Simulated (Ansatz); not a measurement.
Mg2Si (Fm-3m) from a database of computed structures at its r2SCAN geometry, run in Ansatz at 4 levels of theory. Spin-unpolarised throughout; all numbers are computed.

The LDA input:
```yaml
crystal:
  lattice:
    - [0.0, 3.1689705495, 3.1689705495]
    - [3.1689705495, 0.0, 3.1689705495]
    - [3.1689705495, 3.1689705495, 0.0]
  atoms:
    - { symbol: Mg, position: [0.25, 0.25, 0.25] }
    - { symbol: Mg, position: [0.75, 0.75, 0.75] }
    - { symbol: Si, position: [0.0, 0.0, 0.0] }
kpoints:
  mp_grid: { grid: [8, 8, 8] }
  band_path:
    path:
      - [0.0, 0.0, 0.0]
      - [0.5, 0.0, 0.5]
      - [0.625, 0.25, 0.625]
      - [0.375, 0.375, 0.75]
      - [0.5, 0.5, 0.5]
      - [0.5, 0.25, 0.75]
      - [0.0, 0.5, 0.5]
    npoints: 1
hamiltonian:
  xc: lda
scf:
  occupations: { method: fixed }
  n_extra_bands: 4
output:
  forces: true
  stress: true
  eigenvalues: true
  write_density: true
  write_potential: true
  elf: true
  volumetric_format: npy
```

Main results, then, where recorded, the levels near the gap in eV from the Fermi energy (columns number the bands from 0), one row a point of the path (Γ, X, U, K, L, W, X):
```
Crystal: 3 atoms, lattice volume = 63.648 Å³
Symmetry: 48 space group operations
Space group: Fm-3m (ITA 225)
```
```
Basis set: ecut = 420 eV, 1243 PW (Γ)
k-points: 29 of 512
SCF converged after 6 iterations
Free energy (F): -4412.353369 eV
Fermi energy:    5.768501 eV
--- Stress (GPa, compression-positive) ---
       -2.034380       0.000000       0.000000
        0.000000      -2.034380       0.000000
        0.000000       0.000000      -2.034380
  P = ⅓ Tr σ = -2.0344 GPa (-20.344 kbar)
```
```tsv
band_7	band_8	band_9	band_10	band_11	band_12	band_13	band_14
-42.676	-9.151	0.000	0.000	0.000	1.765	2.518	2.518
-42.673	-7.144	-4.481	-1.955	-1.955	0.157	0.314	7.849
-42.673	-7.167	-4.054	-3.472	-1.633	0.632	2.928	5.828
-42.673	-7.167	-4.054	-3.472	-1.633	0.632	2.928	5.828
-42.683	-7.709	-4.799	-0.707	-0.707	1.157	2.517	2.517
-42.673	-7.096	-3.640	-3.640	-2.676	2.645	3.498	3.498
-42.673	-7.144	-4.481	-1.955	-1.955	0.157	0.314	7.849
```

LDA gives an indirect gap of 0.16 eV, from Γ to X; the least direct gap is 1.77 eV at Γ.

Problem. Another run on the same cell gave
```
Basis set: ecut = 500 eV, 1639 PW (Γ)
k-points: 29 of 512
SCF converged after 6 iterations
Free energy (F): -4492.488163 eV
Fermi energy:    5.862898 eV
--- Stress (GPa, compression-positive) ---
        0.001207       0.000000       0.000000
        0.000000       0.001207       0.000000
        0.000000       0.000000       0.001207
  P = ⅓ Tr σ = 0.0012 GPa (0.012 kbar)
```
```tsv
band_7	band_8	band_9	band_10	band_11	band_12	band_13	band_14
-43.917	-9.543	0.000	0.000	0.000	2.503	2.850	2.850
-43.914	-7.453	-4.552	-2.036	-2.036	0.445	0.773	8.689
-43.914	-7.476	-4.111	-3.534	-1.699	1.006	3.362	6.333
-43.914	-7.476	-4.111	-3.534	-1.699	1.006	3.362	6.333
-43.925	-8.041	-4.905	-0.738	-0.738	1.756	2.828	2.828
-43.914	-7.403	-3.686	-3.686	-2.740	2.971	4.003	4.003
-43.914	-7.453	-4.552	-2.036	-2.036	0.445	0.773	8.689
```
Which level of theory and mesh gave it?

Solution. It is r2SCAN, on 8×8×8; the blocks that differ from the first input, but for the band path:
```yaml
hamiltonian:
  xc: r2scan
```
With r2SCAN the valence top lies at Γ and the conduction bottom at X, 0.45 eV higher; the smallest vertical gap, at X, is 2.48 eV. The mean stress is close to zero (0.00 GPa).

Problem. In the first input these blocks are replaced (the band path and keys that only write files left aside):
```yaml
kpoints:
  mp_grid: { grid: [6, 6, 6] }
hamiltonian:
  xc: r2scanh
```
What comes out?

Solution.
```
Basis set: ecut = 500 eV, 1639 PW (Γ)
k-points: 16 of 216
hybrid outer 1: dexx = +1.047e-4 eV, tail = 8.32e-7 eV
hybrid outer 2: dexx = +5.022e-9 eV, tail = 1.84e-8 eV, Δε = 3.25e-4 eV
hybrid SCF converged: 2 outer / 7 inner (+4 warm-up)
Free energy (F): -4492.236940 eV
Fermi energy:    5.665581 eV
--- Stress (GPa, compression-positive) ---
       -0.166277       0.000000       0.000000
        0.000000      -0.166277       0.000000
        0.000000       0.000000      -0.166277
  P = ⅓ Tr σ = -0.1663 GPa (-1.663 kbar)
```
```tsv
band_7	band_8	band_9	band_10	band_11	band_12	band_13	band_14
-45.212	-9.977	0.000	0.000	0.000	2.877	3.271	3.271
-45.209	-7.793	-4.784	-2.136	-2.136	0.780	1.138	9.217
-45.209	-7.817	-4.320	-3.712	-1.781	1.365	3.806	6.835
-45.209	-7.817	-4.320	-3.712	-1.781	1.365	3.806	6.835
-45.219	-8.407	-5.160	-0.773	-0.773	2.138	3.248	3.248
-45.209	-7.739	-3.871	-3.871	-2.875	3.387	4.475	4.475
-45.209	-7.793	-4.784	-2.136	-2.136	0.780	1.138	9.217
```
r2SCANh gives an indirect gap of 0.78 eV, from Γ to X; the least direct gap is 2.88 eV at Γ. The mean stress, -0.2 GPa, is small, and the program warns that its thresholds are loose for a hybrid's stress.

HSE06. Against the first input these blocks differ (the band path and keys that only write files left aside):
```yaml
kpoints:
  mp_grid: { grid: [6, 6, 6] }
hamiltonian:
  xc: hse06
```

```
Basis set: ecut = 420 eV, 1243 PW (Γ)
k-points: 16 of 216
Exchange kernel: α = 0.2500, screened, ω = 0.2079 Å⁻¹, Wigner–Seitz truncation, v(0) = 1046.8851 eV·Å³, q-mesh 6×6×6
hybrid outer 1: dexx = +3.618e-3 eV, tail = 3.96e-5 eV
hybrid outer 2: dexx = +1.523e-7 eV, tail = 3.06e-8 eV, Δε = 1.60e-3 eV
hybrid SCF converged: 2 outer / 9 inner (+4 warm-up)
Free energy (F): -4484.991885 eV
Fermi energy:    5.690084 eV
--- Stress (GPa, compression-positive) ---
       -0.024703       0.000000       0.000000
        0.000000      -0.024703       0.000000
        0.000000       0.000000      -0.024703
  P = ⅓ Tr σ = -0.0247 GPa (-0.247 kbar)
```
```tsv
band_7	band_8	band_9	band_10	band_11	band_12	band_13	band_14
-46.082	-10.264	0.000	0.000	0.000	2.538	3.151	3.151
-46.079	-8.006	-4.936	-2.173	-2.173	0.562	0.886	8.924
-46.079	-8.031	-4.451	-3.804	-1.807	1.138	3.604	6.654
-46.079	-8.031	-4.451	-3.804	-1.807	1.138	3.604	6.654
-46.089	-8.641	-5.316	-0.780	-0.780	1.853	3.115	3.115
-46.080	-7.951	-3.982	-3.982	-2.923	3.184	4.279	4.279
-46.079	-8.006	-4.936	-2.173	-2.173	0.562	0.886	8.924
```

With HSE06 the valence top lies at Γ and the conduction bottom at X, 0.56 eV higher; the smallest vertical gap, at Γ, is 2.54 eV. The mean stress, 0.0 GPa, is small, and the program warns that its thresholds are loose for a hybrid's stress.

Small level splittings and stresses of the hybrids carry the error of their coarser meshes.

Totals of different functionals can't be compared.

The meshes of the hybrids are coarse, so their gaps aren't converged to the digits shown.
